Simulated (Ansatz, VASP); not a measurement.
Given: the input of a run of Ansatz 0.2.0 on MoS2.

File input.yaml:

```yaml
crystal:
  lattice:
    - [3.2274645616, 0.0, 0.0]
    - [-1.6137322808, 2.7950663001, 0.0]
    - [0.0, 0.0, 6.31247342]
  atoms:
    - { symbol: Mo, position: [0.0, 0.0, 0.5] }
    - { symbol: S, position: [0.6666666667, 0.3333333333, 0.74468068] }
    - { symbol: S, position: [0.3333333333, 0.6666666667, 0.25531932] }
hamiltonian:
  xc: pbe
  pseudopotentials: { kind: paw }
kpoints:
  mp_grid: { grid: [9, 9, 4] }
scf:
  occupations: { method: gaussian, width: 0.027 }
output:
  forces: true
  stress: true
  eigenvalues: true
```

Potentials or basis: Ansatz PAW.

Run with:

```bash
$ ansatz run input.yaml --threads 2 --pin off --max-ram 5632MiB --backend cpu --events-out ev --progress --plain --runs-dir out
```

**Question.** Set up the same calculation for VASP 6.6.1. Potentials there: VASP PAW PBE potentials, release 64 (Mo_sv, S).

**Answer.** As run (the cutoff follows the program's own potentials):

The input INCAR:

```
PREC = Accurate
ENCUT = 520
EDIFF = 1E-7
ISMEAR = 0
SIGMA = 0.027000000000000003
LREAL = F
LASPH = T
NELM = 60
ALGO = Normal
ISIF = 2
LWAVE = F
LCHARG = T
GGA = PE
LELF = T
LVHAR = T
NBANDS = 20
```

KPOINTS

```
regular mesh
0
Gamma
  9 9 4
```

Contents of POSCAR:

```
MoS2
1.0
    3.2274645616      0.0000000000      0.0000000000
   -1.6137322808      2.7950663001      0.0000000000
    0.0000000000      0.0000000000      6.3124734200
Mo S
1 2
Direct
    0.0000000000      0.0000000000      0.5000000000
    0.6666666667      0.3333333333      0.7446806800
    0.3333333333      0.6666666667      0.2553193200
```

Potentials or basis: VASP PAW PBE potentials, release 64 (Mo_sv, S).

Run with:

```console
$ cat potpaw_PBE.64/Mo_sv/POTCAR potpaw_PBE.64/S/POTCAR > POTCAR
$ mpirun -np 1 vasp_std > vasp.out
```

Both were run:

|  | VASP | Ansatz | Ansatz less VASP |
| --- | --- | --- | --- |
| gap on the k mesh at the Fermi level (eV) | none | none | - |
| pressure (GPa) | 1.0 | 1.1 | +0.10 |
| largest component of the traceless stress (GPa) | 2.03 | 2.02 | -0.009 |
| rms of the force components (eV/Å) | 0.135 | 0.139 | +0.0038 |

Atom by atom the forces differ by 0.004 eV/Å (rms over components). A gap of «none» marks a metal or a gap that the smearing closes.

Caveats: this functional lacks dispersion, which binds the layers, so the pressure and a relaxed spacing across them are unreliable.
